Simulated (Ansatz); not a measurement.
## Residual resistivity of an alloy: Ag(111) with 4 layers of random Ag-Al, 2x2

Aim: the residual resistivity of a random alloy, from Ag(111) with 4 layers of random Ag-Al, 2x2 and longer regions.

Method: Ansatz plane-wave DFT, PBE, PAW files; ballistic transport by layer matching (Landauer), zero bias; PAW set soft_1, in Ansatz 0.2.0.

**1. Starting point**

The cell holds 40 atoms: 38 Ag and 2 Al. Its edges and angles: a = 5.779 Å, b = 5.779 Å, c = 23.651 Å, α = 93.5°, β = 86.5°, γ = 120.0°. It derives from Ag. Regions: lead, 24 atoms (24 Ag); scattering region, 16 atoms (14 Ag and 2 Al). The structure is stacked along c, and the current runs across the ab planes.

**2. With 4 alloy layers**

In 4 layers a share of 0.125 of the sites is given to Al at random. The layers about the cell's end stay perfect and serve as the lead. Energies from -0.05 to 0.05 eV in steps of 0.05 eV are too few for the program's thermal sum, so it prints no conductance; for a metal the transmission near the Fermi level serves, at a fraction of the cost.

s

Input file input.yaml:

```yaml
crystal:
  lattice:
    - [5.7787594586, 0.0, 0.0]
    - [-2.8893797293, 5.0045524935, 0.0]
    - [1.4446898646, -0.8340920822, 23.5916866996]
  atoms:
    - { symbol: Ag, position: [0.9916666667, 0.0083333333, 0.05] }
    - { symbol: Ag, position: [0.9916666667, 0.5083333333, 0.05] }
    - { symbol: Ag, position: [0.4916666667, 0.0083333333, 0.05] }
    - { symbol: Ag, position: [0.4916666667, 0.5083333333, 0.05] }
    - { symbol: Ag, position: [0.1416666667, 0.3583333333, 0.15] }
    - { symbol: Ag, position: [0.1416666667, 0.8583333333, 0.15] }
    - { symbol: Ag, position: [0.6416666667, 0.3583333333, 0.15] }
    - { symbol: Ag, position: [0.6416666667, 0.8583333333, 0.15] }
    - { symbol: Ag, position: [0.2916666667, 0.2083333333, 0.25] }
    - { symbol: Ag, position: [0.2916666667, 0.7083333333, 0.25] }
    - { symbol: Ag, position: [0.7916666667, 0.2083333333, 0.25] }
    - { symbol: Ag, position: [0.7916666667, 0.7083333333, 0.25] }
    - { symbol: Ag, position: [0.9416666667, 0.0583333333, 0.35] }
    - { symbol: Ag, position: [0.9416666667, 0.5583333333, 0.35] }
    - { symbol: Ag, position: [0.4416666667, 0.0583333333, 0.35] }
    - { symbol: Ag, position: [0.4416666667, 0.5583333333, 0.35] }
    - { symbol: Ag, position: [0.0916666667, 0.4083333333, 0.45] }
    - { symbol: Ag, position: [0.0916666667, 0.9083333333, 0.45] }
    - { symbol: Ag, position: [0.5916666667, 0.4083333333, 0.45] }
    - { symbol: Ag, position: [0.5916666667, 0.9083333333, 0.45] }
    - { symbol: Ag, position: [0.2416666667, 0.2583333333, 0.55] }
    - { symbol: Ag, position: [0.2416666667, 0.7583333333, 0.55] }
    - { symbol: Ag, position: [0.7416666667, 0.2583333333, 0.55] }
    - { symbol: Ag, position: [0.7416666667, 0.7583333333, 0.55] }
    - { symbol: Al, position: [0.8916666667, 0.1083333333, 0.65] }
    - { symbol: Ag, position: [0.8916666667, 0.6083333333, 0.65] }
    - { symbol: Ag, position: [0.3916666667, 0.1083333333, 0.65] }
    - { symbol: Al, position: [0.3916666667, 0.6083333333, 0.65] }
    - { symbol: Ag, position: [0.0416666667, 0.4583333333, 0.75] }
    - { symbol: Ag, position: [0.0416666667, 0.9583333333, 0.75] }
    - { symbol: Ag, position: [0.5416666667, 0.4583333333, 0.75] }
    - { symbol: Ag, position: [0.5416666667, 0.9583333333, 0.75] }
    - { symbol: Ag, position: [0.1916666667, 0.3083333333, 0.85] }
    - { symbol: Ag, position: [0.1916666667, 0.8083333333, 0.85] }
    - { symbol: Ag, position: [0.6916666667, 0.3083333333, 0.85] }
    - { symbol: Ag, position: [0.6916666667, 0.8083333333, 0.85] }
    - { symbol: Ag, position: [0.8416666667, 0.1583333333, 0.95] }
    - { symbol: Ag, position: [0.8416666667, 0.6583333333, 0.95] }
    - { symbol: Ag, position: [0.3416666667, 0.1583333333, 0.95] }
    - { symbol: Ag, position: [0.3416666667, 0.6583333333, 0.95] }
kpoints:
  mp_grid: { grid: [4, 4, 1] }
hamiltonian:
  xc: pbe
  pseudopotentials: { kind: paw, azcp: { folder: soft_1 } }
scf:
  occupations: { method: fermi_dirac, width: 0.1 }
output:
  transmission: { leads: [[0, 4]], kmesh: [8, 8], e_range: [-0.05, 0.05], de: 0.05 }
  write_potential: true
  write_density: true
  volumetric_format: npy
```

Started as:

```sh
$ ansatz run input.yaml --threads 4 --pin off --max-ram 15360MiB --backend cpu --events-out ev --progress --plain --runs-dir out
```

Numbers of over 12 decimals in the logs are rounded to 6 here.

The program printed:

```text
Engine: ansatz 0.2.0, aarch64-unknown-linux-gnu
Pseudopotentials: kind: paw
Pseudopotential: Ag, paw, valence charge 19, recommended cutoff 420 eV (normal), soft_1/Ag.paw.azcp
Pseudopotential: Al, paw, valence charge 3, recommended cutoff 420 eV (normal), soft_1/Al.paw.azcp
Functional definition: PBE
  parameter kappa = 0.804
  parameter beta = 0.066725
  exchange = pbe_x(kappa = kappa, mu = beta*pi^2/3)
  correlation = pbe_c(beta = beta)
Crystal: 40 atoms, lattice volume = 682.274 Å³
Basis set: ecut = 420 eV, 13363 PW (Γ)
Bands: 437, of which v1, the nominal top of the filled ones, is band 364 counted from 1 (363 counted from 0)
Symmetry: 8 space group operations
Space group: P2/m (ITA 10), of the structure as read, at distance tolerance 8.8e-5 Å
k-points: 7 of 16
Non-local potential: Ag, projectors of the file, l = 0: 3, l = 1: 2, l = 2: 2, l = 3: 1
Non-local potential: Al, projectors of the file, l = 0: 2, l = 1: 2, l = 2: 1
PAW form: soft (Blöchl's): semilocal exchange-correlation on the pseudo side does not see the compensation charge
PAW one-centre angular grid: Ag, 590 points (default); XC on 64 Gauss nodes
PAW one-centre angular grid: Al, 110 points (default); XC on 64 Gauss nodes
Initial density: superposition of atomic densities (chi_scale 0.1, normalization cell, long waves kept (reshape's long-wave potential 0.80 eV rms))
Initial wavefunctions: pseudopotential atomic-orbital guess
Functional: x = pbe(κ = 0.804, μ = 0.219515), c = pbe(β = 0.066725)
SCF iter   1: F=—  HF=-289534.791088 eV  |F-HF|=—  |Δ(HF+E_count)|=         —  Δρ=7.84e-2  dr2=3.24e2  ethr=3.10e-3  ⟨swp⟩=4.9  Hψ=9353  notcnv=0  defer=65
preconditioner: auto → Kerker (q_TF=auto, 2.758 Å⁻¹)  [metal: Δε(μ)=0.010 eV  Ē_g=9.707 eV  σ=0.100 eV  W_gap=0.03  n_scr=254 (ndim 8)  ℏωp=29.3 eV  f_vac=0.000  D(μ)=9.79/eV (n_scr^D=56)]
SCF iter   2: F=—  HF=-289522.123585 eV  |F-HF|=—  |Δ(HF+E_count)|=    1.27e1  Δρ=2.86e-2  dr2=1.60e2  ethr=3.10e-3  ⟨swp⟩=2.0  Hψ=4892  notcnv=0  defer=349
SCF iter   3: F=—  HF=-289518.511538 eV  |F-HF|=—  |Δ(HF+E_count)|=    3.61e0  Δρ=8.97e-3  dr2=3.53e1  ethr=3.10e-3  ⟨swp⟩=1.9  Hψ=3550  notcnv=0  defer=352
SCF iter   4: F=—  HF=-289517.990946 eV  |F-HF|=—  |Δ(HF+E_count)|=   5.21e-1  Δρ=4.94e-3  dr2=7.49e-1  ethr=3.10e-3  ⟨swp⟩=1.4  Hψ=3311  notcnv=0  defer=351
SCF iter   5: F=—  HF=-289517.922154 eV  |F-HF|=—  |Δ(HF+E_count)|=   6.88e-2  Δρ=1.39e-3  dr2=5.22e-1  ethr=1.03e-4  ⟨swp⟩=1.4  Hψ=3073  notcnv=0  defer=354
SCF iter   6: F=—  HF=-289517.913280 eV  |F-HF|=—  |Δ(HF+E_count)|=   8.87e-3  Δρ=8.65e-4  dr2=1.16e-2  ethr=7.18e-5  ⟨swp⟩=1.0  Hψ=2705  notcnv=0  defer=354
SCF iter   7: F=—  HF=-289517.912789 eV  |F-HF|=—  |Δ(HF+E_count)|=   4.91e-4  Δρ=1.96e-4  dr2=4.76e-3  ethr=1.59e-6  ⟨swp⟩=2.3  Hψ=4978  notcnv=0  defer=354
SCF iter   8: F=—  HF=-289517.912708 eV  |F-HF|=—  |Δ(HF+E_count)|=   8.09e-5  Δρ=6.33e-5  dr2=2.19e-4  ethr=6.54e-7  ⟨swp⟩=1.1  Hψ=2706  notcnv=0  defer=354
SCF iter   9: F=—  HF=-289517.912520 eV  |F-HF|=—  |Δ(HF+E_count)|=   1.88e-4  Δρ=2.65e-5  dr2=1.14e-5  ethr=3.01e-8  ⟨swp⟩=1.9  Hψ=3135  notcnv=0  defer=354
SCF iter  10: F=—  HF=-289517.911677 eV  |F-HF|=—  |Δ(HF+E_count)|=   8.43e-4  Δρ=1.21e-5  dr2=1.27e-6  ethr=1.56e-9  ⟨swp⟩=2.1  Hψ=5175  notcnv=0  defer=354
SCF iter  11: F=—  HF=-289517.911677 eV  |F-HF|=—  |Δ(HF+E_count)|=   1.78e-7  Δρ=2.78e-6  dr2=1.42e-7  ethr=1.74e-10  ⟨swp⟩=2.0  Hψ=4988  notcnv=0  defer=354
SCF iter  12: F=-289517.911677 eV  HF=-289517.911677 eV  |F-HF|=6.05e-9  |Δ(HF+E_count)|=   6.87e-9  Δρ=8.59e-7  dr2=9.60e-9  ethr=1.37e-11  ⟨swp⟩=8.3  Hψ=11237  notcnv=0
SCF 1 converged in 12 iterations: F = -289517.911677 eV  dr2 = 9.60e-9
  greatest PAW one-centre occupation: 1.001 electrons in one spin orbital (limit 2), on the Ag atom at site 26 (counted from 0), in its partial waves of l = 0
transmission: 63 of 630 steps passed
transmission: 126 of 630 steps passed
[...]
transmission: 630 of 630 steps passed
SCF converged after 12 iterations
Free energy (F): -289517.911677 eV
Harris-Foulkes:  -289517.911677 eV  (|F-HF|=6.05e-9)
Internal energy: -289517.395274 eV  (E = F + TS)
E sigma→0 (E₀):  -289517.653476 eV
Entropy (-TS):   -0.516403 eV (-12.910 meV/atom)
Fermi energy:    16.793268 eV
--- Per-component energies (eV) ---
  E_band       = -9260.383836
  E_kinetic    = 17819.480851
  E_local      = -92576.074246  (includes V_loc(G=0)·N_el)
  E_nonlocal   = 1220.195462
  E_hartree    = 45496.240507
  E_xc         = -6125.882385
  E_vxc        = -7717.740371  (∫ρ·V_xc dr)
  E_paw        = -151236.249332  (= ΣΔE_a)
  E_vpaw       = -18998.743023  (= ΣTr[D̂ρ^β])
  E_aug_tail   = 0.014266  (compensation charges beyond the density's cutoff)
  E_ewald      = -104115.120398
  E_smearing   = -0.516403  (= −TS)
  E_closure    = -0.000000  (closes the sum)
  Σ components = -289517.911677   (vs F -289517.911677, Δ=0.00e0)
--- Band table (eV; the first three rows and the last of 7) ---
  k-point 0: bands = [... 360 lower, 16.8769, 16.8941, 16.9101, 17.1213, 17.1953, 17.2843, 17.4710, 17.5352, ... 69 higher]
  k-point 1: bands = [... 360 lower, 16.4001, 16.5204, 16.5218, 16.7014, 16.8551, 16.9452, 17.1876, 17.2137, ... 69 higher]
  k-point 2: bands = [... 360 lower, 16.4159, 16.4159, 16.7050, 16.7050, 16.7807, 16.7807, 17.2358, 17.2358, ... 69 higher]
  k-point 6: bands = [... 360 lower, 16.3506, 16.3599, 16.8283, 16.8824, 16.8940, 16.8969, 16.9589, 16.9796, ... 69 higher]
--- Transmission ---
  basis      : 253 plane waves across, 30 finite elements along
  points     : 21, standing for a mesh of 8 x 8
  energies   : 3 from -0.050000 to 0.050000 eV about the Fermi level, 0.050000 eV apart; the leads are filled to 0.000000 eV, and channels, transmission and decay are at 0.000000 eV
  crystal 0  : Ag4, at the sites [0, 4], period 2.3592 Å, over 21.23 Å; its Hamiltonian steps by up to 11.4 meV
    offset         : up to 0.0000 Å between an atom of the period and one for which it stands
    channels       : 3.234375e0 a spin
    conductance    : none, the energies end too early or step too widely for 300 K: set another output.transmission.e_range or a lower de, or, where they end at an eighth of basis.ecutwfc, a higher one
  junction   : crystal 0 to crystal 0, 4.02 to 25.25 Å
    transmission   : 2.921086e0 a spin
    conductance    : none, the energies end too early or step too widely for 300 K: set another output.transmission.e_range or a lower de, or, where they end at an eighth of basis.ecutwfc, a higher one
```

The job ended after 5.2 min (4 threads of Arm Neoverse V1, shared host; peak memory 5.2 GiB).

Numbers from this step:

| Property | Result |
| --- | --- |
| free energy | -289517.9117 eV |
| energy at zero smearing | -289517.6535 eV |
| Fermi energy | 16.79 eV |
| cell area | 28.92 Å² |
| transmission per spin nearest the Fermi level | 2.921 |
| open channels per spin nearest the Fermi level | 3.234 |
| step of the lead's potential | 11.4 meV |

Per spin. The transmission, zone mean stays at 2.92 for energy from -0.05 to 0.05 eV.

Per spin. Open channels, zone mean, lead against energy, zero at the Fermi level:

| energy (eV) | open channels, zone mean, lead |
| --- | --- |
| -0.0500 | 3.33 |
| 0.0000 | 3.23 |
| 0.0500 | 3.23 |

Transmission over k1 and k2. At 0.0000 eV from the Fermi level.

Ten even steps from '0' (1.40) to '9' (3.81):
```
69559666
65848566
65442356
99820289
66532445
66658485
66669559
96669666
```
Columns: k1 (b1) from -0.5 to 0.375; rows upwards: k2 (b2) from -0.5 to 0.375.

Open channels over k1 and k2. At 0.0000 eV from the Fermi level.

Ten even steps from '_' (3.00) to '@' (4.00):
```
__@@____@@______
____@@__@@______
________________
@@@@@@______@@@@
________________
________@@__@@__
________@@____@@
@@______@@______
```
Columns: k1 (b1) from -0.5 to 0.375; rows upwards: k2 (b2) from -0.5 to 0.375.

Over the solved energies the transmission per spin lies between 2.92 and 2.93, out of 3.27 channels of the lead on average (up to 3.33).

**3. With 8 alloy layers**

In 8 layers a share of 0.125 of the sites is given to Al at random. A fresh draw is used; the growth of the resistance with length is what counts.

h

System of this step: Ag(111) with 8 layers of random Ag-Al, 2x2. The cell holds 56 atoms: 52 Ag and 4 Al. Cell: a = 5.779 Å, b = 5.779 Å, c = 33.070 Å, α = 87.5°, β = 92.5°, γ = 120.0°. It derives from Ag. Regions: lead, 24 atoms (24 Ag); scattering region, 32 atoms (28 Ag and 4 Al). The structure is stacked along c, and the current runs across the ab planes.

Input file input.yaml:

```yaml
crystal:
  lattice:
    - [5.7787594586, 0.0, 0.0]
    - [-2.8893797293, 5.0045524935, 0.0]
    - [-1.4446898646, 0.8340920822, 33.0283613795]
  atoms:
    - { symbol: Ag, position: [0.005952381, 0.994047619, 0.0357142857] }
    - { symbol: Ag, position: [0.005952381, 0.494047619, 0.0357142857] }
    - { symbol: Ag, position: [0.505952381, 0.994047619, 0.0357142857] }
    - { symbol: Ag, position: [0.505952381, 0.494047619, 0.0357142857] }
    - { symbol: Ag, position: [0.1845238095, 0.3154761905, 0.1071428571] }
    - { symbol: Ag, position: [0.1845238095, 0.8154761905, 0.1071428571] }
    - { symbol: Ag, position: [0.6845238095, 0.3154761905, 0.1071428571] }
    - { symbol: Ag, position: [0.6845238095, 0.8154761905, 0.1071428571] }
    - { symbol: Ag, position: [0.3630952381, 0.1369047619, 0.1785714286] }
    - { symbol: Ag, position: [0.3630952381, 0.6369047619, 0.1785714286] }
    - { symbol: Ag, position: [0.8630952381, 0.1369047619, 0.1785714286] }
    - { symbol: Ag, position: [0.8630952381, 0.6369047619, 0.1785714286] }
    - { symbol: Ag, position: [0.0416666667, 0.9583333333, 0.25] }
    - { symbol: Ag, position: [0.0416666667, 0.4583333333, 0.25] }
    - { symbol: Al, position: [0.5416666667, 0.9583333333, 0.25] }
    - { symbol: Ag, position: [0.5416666667, 0.4583333333, 0.25] }
    - { symbol: Ag, position: [0.2202380952, 0.2797619048, 0.3214285714] }
    - { symbol: Ag, position: [0.2202380952, 0.7797619048, 0.3214285714] }
    - { symbol: Ag, position: [0.7202380952, 0.2797619048, 0.3214285714] }
    - { symbol: Ag, position: [0.7202380952, 0.7797619048, 0.3214285714] }
    - { symbol: Ag, position: [0.3988095238, 0.1011904762, 0.3928571429] }
    - { symbol: Ag, position: [0.3988095238, 0.6011904762, 0.3928571429] }
    - { symbol: Ag, position: [0.8988095238, 0.1011904762, 0.3928571429] }
    - { symbol: Ag, position: [0.8988095238, 0.6011904762, 0.3928571429] }
    - { symbol: Ag, position: [0.0773809524, 0.9226190476, 0.4642857143] }
    - { symbol: Ag, position: [0.0773809524, 0.4226190476, 0.4642857143] }
    - { symbol: Ag, position: [0.5773809524, 0.9226190476, 0.4642857143] }
    - { symbol: Ag, position: [0.5773809524, 0.4226190476, 0.4642857143] }
    - { symbol: Al, position: [0.255952381, 0.244047619, 0.5357142857] }
    - { symbol: Ag, position: [0.255952381, 0.744047619, 0.5357142857] }
    - { symbol: Ag, position: [0.755952381, 0.244047619, 0.5357142857] }
    - { symbol: Ag, position: [0.755952381, 0.744047619, 0.5357142857] }
    - { symbol: Ag, position: [0.4345238095, 0.0654761905, 0.6071428571] }
    - { symbol: Ag, position: [0.4345238095, 0.5654761905, 0.6071428571] }
    - { symbol: Ag, position: [0.9345238095, 0.0654761905, 0.6071428571] }
    - { symbol: Ag, position: [0.9345238095, 0.5654761905, 0.6071428571] }
    - { symbol: Ag, position: [0.1130952381, 0.8869047619, 0.6785714286] }
    - { symbol: Ag, position: [0.1130952381, 0.3869047619, 0.6785714286] }
    - { symbol: Al, position: [0.6130952381, 0.8869047619, 0.6785714286] }
    - { symbol: Ag, position: [0.6130952381, 0.3869047619, 0.6785714286] }
    - { symbol: Ag, position: [0.2916666667, 0.2083333333, 0.75] }
    - { symbol: Ag, position: [0.2916666667, 0.7083333333, 0.75] }
    - { symbol: Ag, position: [0.7916666667, 0.2083333333, 0.75] }
    - { symbol: Al, position: [0.7916666667, 0.7083333333, 0.75] }
    - { symbol: Ag, position: [0.4702380952, 0.0297619048, 0.8214285714] }
    - { symbol: Ag, position: [0.4702380952, 0.5297619048, 0.8214285714] }
    - { symbol: Ag, position: [0.9702380952, 0.0297619048, 0.8214285714] }
    - { symbol: Ag, position: [0.9702380952, 0.5297619048, 0.8214285714] }
    - { symbol: Ag, position: [0.1488095238, 0.8511904762, 0.8928571429] }
    - { symbol: Ag, position: [0.1488095238, 0.3511904762, 0.8928571429] }
    - { symbol: Ag, position: [0.6488095238, 0.8511904762, 0.8928571429] }
    - { symbol: Ag, position: [0.6488095238, 0.3511904762, 0.8928571429] }
    - { symbol: Ag, position: [0.3273809524, 0.1726190476, 0.9642857143] }
    - { symbol: Ag, position: [0.3273809524, 0.6726190476, 0.9642857143] }
    - { symbol: Ag, position: [0.8273809524, 0.1726190476, 0.9642857143] }
    - { symbol: Ag, position: [0.8273809524, 0.6726190476, 0.9642857143] }
kpoints:
  mp_grid: { grid: [4, 4, 1] }
hamiltonian:
  xc: pbe
  pseudopotentials: { kind: paw, azcp: { folder: soft_1 } }
scf:
  occupations: { method: fermi_dirac, width: 0.1 }
output:
  transmission: { leads: [[0, 4]], kmesh: [8, 8], e_range: [-0.05, 0.05], de: 0.05 }
  write_potential: true
  write_density: true
  volumetric_format: npy
```

The program printed:

```text
[...]
Crystal: 56 atoms, lattice volume = 955.184 Å³
Basis set: ecut = 420 eV, 18759 PW (Γ)
Bands: 600, of which v1, the nominal top of the filled ones, is band 500 counted from 1 (499 counted from 0)
Symmetry: 2 space group operations
[...]
k-points: 7 of 16 (time reversal used)
[...]
SCF iter   1: F=—  HF=-396887.929726 eV  |F-HF|=—  |Δ(HF+E_count)|=         —  Δρ=7.98e-2  dr2=7.88e2  ethr=3.10e-3  ⟨swp⟩=4.6  Hψ=12759  notcnv=0  defer=124
[...]
SCF iter  15: F=-396862.788264 eV  HF=-396862.788264 eV  |F-HF|=6.25e-8  |Δ(HF+E_count)|=   7.10e-9  Δρ=9.00e-7  dr2=6.55e-8  ethr=1.00e-11  ⟨swp⟩=8.6  Hψ=15690  notcnv=0
SCF 1 converged in 15 iterations: F = -396862.788264 eV  dr2 = 6.55e-8
[...]
transmission: 90 of 861 steps passed
transmission: 177 of 861 steps passed
[...]
transmission: 861 of 861 steps passed
SCF converged after 15 iterations
Free energy (F): -396862.788264 eV
[...]
Internal energy: -396862.299695 eV  (E = F + TS)
E sigma→0 (E₀):  -396862.543979 eV
Entropy (-TS):   -0.488569 eV (-8.724 meV/atom)
Fermi energy:    16.665911 eV
[...]
--- Band table (eV; the first three rows and the last of 7) ---
  k-point 0: bands = [... 496 lower, 16.5929, 16.8460, 16.8653, 16.9123, 17.0093, 17.0640, 17.0705, 17.1971, ... 96 higher]
  k-point 1: bands = [... 496 lower, 16.1936, 16.2380, 16.3433, 16.4016, 16.5094, 16.6471, 16.7413, 16.8733, ... 96 higher]
  k-point 2: bands = [... 496 lower, 16.1365, 16.1518, 16.3022, 16.3136, 16.5370, 16.5631, 16.8338, 16.8634, ... 96 higher]
  k-point 6: bands = [... 496 lower, 16.2258, 16.2476, 16.2609, 16.3049, 16.5444, 16.6854, 16.6881, 16.7407, ... 96 higher]
--- Transmission ---
  basis      : 253 plane waves across, 41 finite elements along
  points     : 21, standing for a mesh of 8 x 8
[...]
channels       : 3.234375e0 a spin
[...]
junction   : crystal 0 to crystal 0, 0.70 to 31.37 Å
    transmission   : 2.513412e0 a spin
[...]
```

The job ended after 11 min (4 threads; peak memory 8.8 GiB).

Numbers from this step:

| Quantity | Value |
| --- | --- |
| free energy | -396862.7883 eV |
| energy at zero smearing | -396862.5440 eV |
| Fermi energy | 16.67 eV |
| transmission per spin nearest the Fermi level | 2.513 |
| step of the lead's potential | 39.4 meV |

Per spin. The transmission, zone mean by energy, zero at the Fermi level:

| energy (eV) | transmission, zone mean |
| --- | --- |
| -0.0500 | 2.56 |
| 0.0000 | 2.51 |
| 0.0500 | 2.31 |

Over the solved energies the transmission per spin lies between 2.31 and 2.56, out of 3.23 channels of the lead on average (up to 3.23). The log calls the step of a lead's potential too much.

(Continued in part 2 of 2.)

[Logs are printed without paths, hosts, clocks, repeated set-up lines and the standing remarks that a program may print on its own settings, such as how far it seeks lower states.]

[Hosts, paths, dates, database ids (printed as entryN), source tags and the programs' standing remarks are cut or masked in the printed files.]
